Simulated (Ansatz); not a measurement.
Cost and result for the atomization energy of diethyl ether, C4H10O (15 atoms, 14 bonds).

```xyz
15

C     1.0477    2.0365   -0.5315
C     0.4312    0.8819    0.2169
O     0.4752   -0.2578   -0.6054
C     0.0512   -1.4423    0.0251
C    -1.4495   -1.5282    0.2243
H     0.4954    2.2332   -1.4526
H     1.0303    2.9405    0.0812
H     2.0836    1.8142   -0.7949
H    -0.6036    1.1246    0.4974
H     0.9830    0.6873    1.1505
H     0.3858   -2.2556   -0.6240
H     0.5696   -1.5573    0.9897
H    -1.9678   -1.3997   -0.7285
H    -1.8157   -0.7706    0.9202
H    -1.7165   -2.5067    0.6315
```

The species carries charge 0 and has multiplicity 1. Geometry: relaxed with PBE0-D4/def2-TZVP. It is one conformer, not always the lowest. Program: Ansatz. All runs use 4 threads of an Intel Xeon 6975P-C on a shared host. Times are those of one run each, without the atoms' runs, and a repeat can differ threefold. Electronic energies, without spin–orbit coupling; frozen cores. CCSD(T)/CBS adds CCSD(T) − MP2 in def2-TZVPP to the MP2 limit, and its time is that of the two runs behind it. T1 = 0.010. B3LYP takes the VWN-RPA correlation (the form of Gaussian; ORCA's B3LYP/G). HSE06 is the plane-wave form, built on full-range PBE exchange.

CCSD(T)/CBS is a level of theory with its own doubt, some kJ/mol a heavy atom from the limit and from the frozen cores, so smaller differences don't rank the functionals.

```csv
level,functions,wall time
LDA (SPW92)/def2-TZVPP,295,0.85 s
revPBE-D4/def2-TZVPP,295,1.3 s
HSE06-D4/def2-TZVPP,295,1.9 s
CAM-B3LYP-D4/def2-TZVPP,295,2.1 s
B3LYP-D4/def2-TZVPP (with forces),295,2.9 s
CCSD(T)/def2-SVP,120,3.1 s
PBE-QIDH/def2-TZVPP,295,3.5 s
ωB97X-V/def2-TZVPP,295,4.1 s
B97M-V/def2-TZVPP,295,4.4 s
ωB97M-V/def2-TZVPP (with forces),295,6 s
MP2/def2-QZVPP,585,19 s
CCSD(T)/def2-TZVPP,295,2.9 min
CCSD(T)/CBS(def2),–,3.2 min
```

(1) What atomization energy does each give, and how far from CCSD(T)/CBS? (An estimate is asked.)

Answers

(1) Computed: 
```csv
level,atomization (kcal/mol),difference from CCSD(T)/CBS,per bond
LDA (SPW92)/def2-TZVPP,1585.3,193.3,13.8
revPBE-D4/def2-TZVPP,1386.1,-5.9,-0.4
HSE06-D4/def2-TZVPP,1398.8,6.8,0.5
CAM-B3LYP-D4/def2-TZVPP,1400.0,8.0,0.6
B3LYP-D4/def2-TZVPP (with forces),1393.1,1.1,0.1
CCSD(T)/def2-SVP,1336.7,-55.3,-3.9
PBE-QIDH/def2-TZVPP,1386.9,-5.1,-0.4
ωB97X-V/def2-TZVPP,1393.6,1.6,0.1
B97M-V/def2-TZVPP,1392.7,0.7,0.1
ωB97M-V/def2-TZVPP (with forces),1395.2,3.2,0.2
MP2/def2-QZVPP,1392.7,0.7,0.1
CCSD(T)/def2-TZVPP,1362.0,-30.0,-2.1
CCSD(T)/CBS(def2),1392.0,0.0,0.0
```

From PBE to PBE0 (25 % exact exchange), in def2-TZVPP and without D4, the atomization energy moves by −18.5 kcal/mol: exact exchange takes away binding that semilocal exchange gives to molecules. The D4 term adds +8.8 kcal/mol with B3LYP and +4.6 kcal/mol with PBE0; it sums over pairs of atoms, weighted by their polarisabilities, and B3LYP, whose exchange is more repulsive, gets the larger term. In def2-TZVPP, CCSD(T) changes the Hartree–Fock value by +324.2 kcal/mol (the triples alone add +16.5 kcal/mol) and MP2 by +337.3 kcal/mol; breaking electron pairs costs correlation energy, which Hartree–Fock lacks.
